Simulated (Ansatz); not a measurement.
Zr:

```
CELL_PARAMETERS angstrom
3.23200 0.00000 0.00000
-1.61600 2.79899 0.00000
0.00000 0.00000 5.14700
ATOMIC_POSITIONS crystal
Zr 0.66667 0.33333 0.75000
Zr 0.33333 0.66667 0.25000
```

```yaml
Program: Ansatz 0.2.0
Task: relaxation of cell and atoms
Functional: HF
Potentials_or_basis: Ansatz PAW
Cutoff: "420 eV (not typed: the program's choice for these potentials)"
k_mesh: 5 × 5 × 3
Occupations: fermi-dirac, width 0.05 eV
Spin: no spin polarisation
```

At the start: volume 23.28 Å³/atom.

How do energy, volume and symmetry change on relaxing?

It ends after 7 steps and the volume is 26.19 Å³/atom (+12.5 %); space group P6_3/mmc (No. 194, to 0.05 Å).

The path:
```
step  energy change (eV)  largest force (eV/Å)  volume (Å³)
   1              0.0000                0.0000        46.56
   2             -0.2725                0.0000        52.68
   3             -0.2738                0.0000        52.38
   4             -0.2738                0.0000        52.36
   5             -0.2776                0.0000        52.36
   6             -0.2776                0.0000        52.38
   7             -0.2777                0.0000        52.38
```

Final structure:
```xyz
2
Lattice="3.3892 0.0000 0.0000 -1.6946 2.9351 0.0000 0.0000 0.0000 5.2656" Properties=species:S:1:pos:R:3 pbc="T T T"
Zr    1.6946    0.9784    3.9492
Zr    0.0000    1.9568    1.3164
```

Caveat: the k mesh is coarse (spacing up to 0.45 Å⁻¹), so the values aren't converged, least of all with exact exchange; the plane-wave basis is chosen anew once the cell has moved, so the energies of steps on either side of that aren't comparable; the volume moved by +12 % from the deposited cell, more than functionals usually miss; the PAW data sets come from PBE, with cores solved anew for the run's functional, which leaves a small shift of forces and pressure.
